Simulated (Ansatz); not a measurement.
# AlNi3: the cost of one run

Method: DFT PBE, scalar-relativistic, plane waves, PAW, in Ansatz 0.2.0.

17 further runs of the same task are left out: 1 for a known fault of the program, 16 set aside as unsound or not needed.

**1. The system as given**

The structure is cubic, space group Fm-3m (No. 225). Conventional cell: a = 5.604 Å, b = 5.604 Å, c = 5.604 Å, α = 90.00°, β = 90.00°, γ = 90.00°. Around Al (site symmetry m-3m) lie 8 Ni at 2.43 Å. Ni (site symmetry -43m) is surrounded by 4 Al at 2.43 Å and 4 Ni at 2.43 Å. Ni (site symmetry m-3m) is surrounded by 8 Ni at 2.43 Å.

Coordinates:

```cif
data_structure
_symmetry_space_group_name_H-M 'Fm-3m'
_symmetry_Int_Tables_number 225
_cell_length_a 5.6038
_cell_length_b 5.6038
_cell_length_c 5.6038
_cell_angle_alpha 90.000
_cell_angle_beta 90.000
_cell_angle_gamma 90.000
_cell_volume 175.97
loop_
_atom_site_label
_atom_site_type_symbol
_atom_site_symmetry_multiplicity
_atom_site_Wyckoff_symbol
_atom_site_fract_x
_atom_site_fract_y
_atom_site_fract_z
_atom_site_occupancy
Al1 Al 4 b 0.50000 0.00000 0.00000 1
Ni1 Ni 8 c 0.25000 0.75000 0.75000 1
Ni2 Ni 4 a 0.00000 0.00000 0.00000 1
```

The structure comes from the Materials Project (structure only).

**4. Setting up the map**

The energy is mapped over volume and the cell's shape.

First coordinate, volume per atom: 7 values from 10.491 to 12.316 Å³. Second coordinate, length along [111] over the lengths across it, relative to the cubic cell: 7 values from 0.834 to 1.200.

Nothing else is relaxed (fractional coordinates fixed). Energies count from the relaxed crystal. Points are written as (first, second).

(The set-up runs are not shown.)

**5. Grid point (11.708 Å³, 1.062)**

File input.yaml:

```yaml
crystal:
  lattice:
    - [0.1168198601, 2.9204965028, 2.9204965028]
    - [2.9204965028, 0.1168198601, 2.9204965028]
    - [2.9204965028, 2.9204965028, 0.1168198601]
  atoms:
    - { symbol: Al, position: [0.5, 0.5, 0.5] }
    - { symbol: Ni, position: [0.25, 0.25, 0.25] }
    - { symbol: Ni, position: [0.0, 0.0, 0.0] }
    - { symbol: Ni, position: [0.75, 0.75, 0.75] }
basis:
  ecutwfc: 520.0
kpoints:
  mp_grid: { grid: [14, 14, 14] }
hamiltonian:
  xc: pbe
  pseudopotentials: { kind: paw, azcp: { folder: soft_1 } }
scf:
  occupations: { method: gaussian, width: 0.15 }
output:
  forces: true
  stress: true
  eigenvalues: true
```

On the command line:

```
> ansatz run input.yaml --threads 4 --pin off --max-ram 8192MiB --backend cpu --events-out ev --progress --plain --runs-dir out
```

What time and memory should one allow on 4 threads of Arm Neoverse N1, shared host?

About 18 s, with a peak of 0.7 GiB.
